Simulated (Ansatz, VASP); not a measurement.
# Two plane-wave programs on H

```
H
1.0
     3.84013    0.00000    0.00000
    -1.92007    3.32565    0.00000
     0.00000    0.00000    5.04666
H
4
Direct
  0.33333 0.66667 0.17650
  0.66667 0.33333 0.67650
  0.66667 0.33333 0.82350
  0.33333 0.66667 0.32350
```

Alike in both runs: task electric field gradients; functional PBE; k mesh 9 × 9 × 6; occupations fermi-dirac, width 0.02 eV; no spin polarisation.

```csv
,VASP,Ansatz
version,VASP 6.6.1,Ansatz 0.2.0
potentials or method,"VASP PAW PBE potentials, release 64 (H)","PAW with Ansatz's default frozen-core files, scalar-relativistic"
plane-wave cutoff (eV),520,420
valence electrons in the cell,4,4
```

|  | VASP | Ansatz | Ansatz less VASP |
| --- | --- | --- | --- |
| gap on the k mesh at the Fermi level (eV) | 9.40 | 9.40 | -0.002 |
| pressure (GPa) | 0.2 | 0.4 | +0.16 |
| largest component of the traceless stress (GPa) | 0.71 | 0.77 | +0.059 |
| rms of the force components (eV/Å) | 0.173 | 0.180 | +0.0075 |
| Vzz of the field gradient on the site that differs most (V/Å²) | 33.1 | 33.3 | +0.19 |

Atom by atom the forces differ by 0.008 eV/Å (rms over components). The functional is the same, so the differences come from potentials, cutoffs and numerics.

Caveats: an odd mesh through Γ misses points on the zone boundary, where band edges often lie. As with any semilocal functional, this PBE gap is likely too small.
